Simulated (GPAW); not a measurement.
The system is In.

```
In
1.0
    -1.62547    1.62547    2.47370
     1.62547   -1.62547    2.47370
     1.62547    1.62547   -2.47370
In
1
Direct
  0.00000 0.00000 0.00000
```

A sound run:

* Program: GPAW 26.7.0
* Task: single point
* Functional: LDA
* Potentials or basis: the program's PAW data sets (release 1.2.1) made for this functional
* Cutoff: 600 eV
* Basis: pw
* k mesh: 11 × 11 × 11
* Occupations: fermi-dirac, width 0.05 eV
* Spin: no spin polarisation

It gives pressure -2.8 GPa; band gap on the k mesh none (metal or under the smearing width).

Task: What do these careless settings give instead: cutoff 400 eV in place of 600 eV; k mesh 9 × 9 × 9 in place of 11 × 11 × 11?

Result: Pressure -7.0 GPa; band gap on the k mesh none (metal or under the smearing width). The run converged, but these numbers show the error of the settings and aren't properties of the crystal.
